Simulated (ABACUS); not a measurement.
**C in ABACUS: the effect of exact exchange share**

The system is C.

```xyz
2
Lattice="0.0000 1.7834 1.7834 1.7834 0.0000 1.7834 1.7834 1.7834 0.0000" Properties=species:S:1:pos:R:3 pbc="T T T"
C     2.6751    2.6751    2.6751
C     1.7834    1.7834    1.7834
```

This isn't the form of C at room conditions, which is graphite.

Alike in all runs:

```yaml
Program: ABACUS 3.10.1
Task: single point
Potentials_or_basis: SG15 ONCV 1.2 PBE
Cutoff: 1361 eV
Density_cutoff: 5442 eV
Basis: DZP LCAO (the cutoffs set its grid)
k_mesh: 6 × 6 × 6
Occupations: fermi-dirac, width 0.05 eV
Spin: no spin polarisation
```

| exact exchange share | functional | gap on the mesh (eV) |
| --- | --- | --- |
| 0.1 | PBE0-type (share 0.1) | 4.96 |
| 0.25 | PBE0-type (share 0.25) | ? |
| 0.4 | PBE0-type (share 0.4) | 7.26 |

What does the run with exact exchange share 0.25 give?

gap on the mesh 6.10 eV.

Caveats: all runs use coarse meshes; the atomic orbitals were generated for these runs and aren't a published set; gaps of hybrids in this basis differ from plane-wave ones by up to 0.1 eV; the basis of atomic orbitals isn't converged, which shifts pressures, moduli and gaps.

A k mesh can miss the band edges.

Runs at the PBE level aren't shown here.
